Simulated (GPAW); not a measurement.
Here is a GPAW 26.7.0 calculation.

run.py

```python
from ase.dft.bandgap import bandgap
from ase.io import read, write
from ase.units import GPa
from gpaw import GPAW, PW

atoms = read('Ta.xyz')

calc = GPAW(mode=PW(600),
            xc='PBE',
            kpts={'size': (11, 11, 11), 'gamma': True},
            occupations={'name': 'methfessel-paxton', 'order': 0, 'width': 0.018000000000000002},
            nbands=15,
            convergence={'density': 1e-05, 'energy': 1e-05},
            maxiter=150,
            txt='gpaw.txt')
atoms.calc = calc
energy = atoms.get_potential_energy()
forces = atoms.get_forces()
stress = atoms.get_stress()
calc.write('gs.gpw')
write('result.traj', atoms)
print(f'Energy: {energy:.6f} eV')
print('Forces (eV/A):')
print(forces.round(4))
print('Stress (GPa):', (stress / GPa).round(3))
print('Fermi level:', round(calc.get_fermi_level(), 4), 'eV')
print(f'Gap: {bandgap(calc)[0]:.4f} eV, direct: {bandgap(calc, direct=True)[0]:.4f} eV')
```

File Ta.xyz:

```xyz
1
Lattice="-1.6512800000 1.6512800000 1.6512800000 1.6512800000 -1.6512800000 1.6512800000 1.6512800000 1.6512800000 -1.6512800000" Properties=species:S:1:pos:R:3 pbc="T T T"
Ta     0.0000000000      0.0000000000      0.0000000000
```

Potentials or basis: GPAW PAW data sets (gpaw-data 1.2.1), pw.

Run with:

```console
$ OMP_NUM_THREADS=1 python run.py
```

(1) Predict the pressure.

(2) Estimate the band gap on the k mesh.

Results:

(1) 2.3 GPa.

(2) none (metal or under the smearing width).
